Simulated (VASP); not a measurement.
# A VASP 6.6.1 single-point calculation on LiH

INCAR

```
NBANDS = 9
ENCUT = 520
PREC = Accurate
NSW = 0
SIGMA = 0.02
LWAVE = .FALSE.
GGA = PS
IBRION = -1
EDIFF = 1E-7
ISIF = 2
ISMEAR = -1
NELM = 82
LREAL = .FALSE.
LASPH = .TRUE.
LCHARG = .FALSE.
```

KPOINTS

```
KPOINTS created by Atomic Simulation Environment
0
Gamma
4 4 4
0 0 0
```

POSCAR

```
Li H
 1.0000000000000000
    -0.0458000000000000    2.1257000000000001    2.0750999999999999
     2.1589000000000000   -0.0573000000000000    2.0865000000000000
     2.1614000000000000    2.1396000000000002   -0.0598000000000000
 Li  H
   1   1
Cartesian
  2.1419977100000001  0.0654556600000000  2.0433015200000004
  1.1656279199999999  1.0551902500000001  0.9578458900000000
```

The recommended PBE PAW datasets give the neutral cell 4 valence electrons.

Command

```
mpirun -np 1 vasp_std
```

OSZICAR

```
N       E                     dE             d eps       ncg     rms          rms(c)
DAV:   1     0.165844486162E-01    0.16584E-01   -0.13630E+03   656   0.375E+02
DAV:   2    -0.612849605872E+01   -0.61451E+01   -0.61197E+01   854   0.584E+01
DAV:   3    -0.627684641101E+01   -0.14835E+00   -0.14824E+00   753   0.855E+00
DAV:   4    -0.627903109498E+01   -0.21847E-02   -0.21842E-02   855   0.915E-01
DAV:   5    -0.627904463397E+01   -0.13539E-04   -0.13538E-04   757   0.607E-02    0.311E+00
DAV:   6    -0.602497363894E+01    0.25407E+00   -0.25027E-01   690   0.137E+00    0.150E+00
DAV:   7    -0.595217412695E+01    0.72800E-01   -0.26141E-01   751   0.157E+00    0.267E-01
DAV:   8    -0.595533409461E+01   -0.31600E-02   -0.71210E-03   740   0.484E-01    0.395E-02
DAV:   9    -0.595531339323E+01    0.20701E-04   -0.15542E-04   866   0.612E-02    0.912E-03
DAV:  10    -0.595531321255E+01    0.18068E-06   -0.61717E-06   705   0.164E-02    0.431E-03
DAV:  11    -0.595531310856E+01    0.10399E-06   -0.11938E-06   862   0.412E-03    0.722E-04
DAV:  12    -0.595531318664E+01   -0.78083E-07   -0.27169E-08   445   0.119E-03
   1 F= -.59553132E+01 E0= -.59553132E+01  d E =-.423351E-13
```

From OUTCAR

```
k-points           NKPTS =     36   k-points in BZ     NKDIM =     36   number of bands    NBANDS=      9

   NELECT =       4.0000    total number of electrons

   dimension x,y,z NGX =    24 NGY =   24 NGZ =   24
   dimension x,y,z NGXF=    48 NGYF=   48 NGZF=   48

  energy-cutoff  :      520.00
  volume of cell :       19.91
      direct lattice vectors                 reciprocal lattice vectors
    -0.045800000  2.125700000  2.075100000    -0.224079916  0.233022040  0.238254633
     2.158900000 -0.057300000  2.086500000     0.229412202 -0.225161596  0.235715427
     2.161400000  2.139600000 -0.059800000     0.228767992  0.229838891 -0.230394177

 k-points in reciprocal lattice and weights: KPOINTS created by Atomic Simulation Env
   0.00000000  0.00000000  0.00000000       0.016
   0.25000000 -0.00000000 -0.00000000       0.031
   0.50000000 -0.00000000 -0.00000000       0.016
  -0.00000000  0.25000000 -0.00000000       0.031
   0.25000000  0.25000000 -0.00000000       0.031
   0.50000000  0.25000000 -0.00000000       0.031
  -0.25000000  0.25000000 -0.00000000       0.031
  -0.00000000  0.50000000 -0.00000000       0.016
   ...

 E-fermi :  -1.0361

 k-point     1 :       0.0000    0.0000    0.0000
  band No.  band energies     occupation
      1     -44.4265      2.00000
      2      -5.4110      2.00000
      3      11.1385      0.00000
      4      14.8524      0.00000
      5      15.2653      0.00000
      6      15.9441      0.00000
      7      17.5417      0.00000
      8      17.8567      0.00000
      9      18.7244      0.00000

 k-point     2 :       0.2500   -0.0000   -0.0000
  band No.  band energies     occupation
      1     -44.4152      2.00000
      2      -4.3886      2.00000
      3       6.2024      0.00000
      4      13.3914      0.00000
      5      13.9010      0.00000
      6      14.5048      0.00000
      7      18.5566      0.00000
      8      19.0826      0.00000
      9      20.9051      0.00000

 k-point     3 :       0.5000   -0.0000   -0.0000
  band No.  band energies     occupation
      1     -44.4037      2.00000
      2      -2.4490      2.00000
      3       1.8368      0.00000
      4      13.0039      0.00000
      5      13.2905      0.00000
      6      14.5282      0.00000
      7      16.6428      0.00000
      8      17.3461      0.00000
      9      21.1490      0.00000

 k-point     4 :      -0.0000    0.2500   -0.0000
  band No.  band energies     occupation
      1     -44.4151      2.00000
      2      -4.5234      2.00000
      3       6.5332      0.00000
      4      13.2961      0.00000
      5      13.7613      0.00000
      6      14.5693      0.00000
      7      18.8673      0.00000
      8      19.5123      0.00000
      9      20.9001      0.00000

 k-point     5 :       0.2500    0.2500   -0.0000
  band No.  band energies     occupation
      1     -44.4100      2.00000
      2      -4.0807      2.00000
      3       7.6902      0.00000
      4      10.5029      0.00000
      5      10.8957      0.00000
      6      13.5244      0.00000
      7      15.8217      0.00000
      8      23.4196      0.00000
      9      24.4308      0.00000

 ...

  Total       -0.1176905     -0.0942617     -0.0130898      0.0816918     -0.0087938      0.2884248
  in kB       -9.4719076     -7.5863230     -1.0534898      6.5746741     -0.7077415     23.2128551
  external PRESSURE =      -6.0372401 kB  Pullay stress =       0.0000000 kB

 POSITION                                       TOTAL-FORCE (eV/Angst)
 -----------------------------------------------------------------------------------
      2.14200      0.06546      2.04330         0.167890     -0.287895      0.006748
      1.16563      1.05519      0.95785        -0.167890      0.287895     -0.006748
 -----------------------------------------------------------------------------------
    total drift:                               -0.000162     -0.000111     -0.000040

  FREE ENERGIE OF THE ION-ELECTRON SYSTEM (eV)
  ---------------------------------------------------
  free  energy   TOTEN  =        -5.9553131866 eV

  energy  without entropy=       -5.9553131866  energy(sigma->0) =       -5.95531319
```

It converged. Results: gap between bands v and c on the k mesh 3.42 eV; least direct gap on the k mesh 4.29 eV; pressure -0.6 GPa; largest force 0.33 eV/Å. Band v is the last that the valence electrons fill when counted band by band, and c is the next.

For comparison, a separate PBEsol run of the intended cell, on usual settings and not on those above, gives a gap of 3.42 eV on its mesh and a pressure of -0.5 GPa.

The run above took about 2.3 s on one core of a shared host (Intel Xeon 6975P-C) and held 0.13 GiB at most.
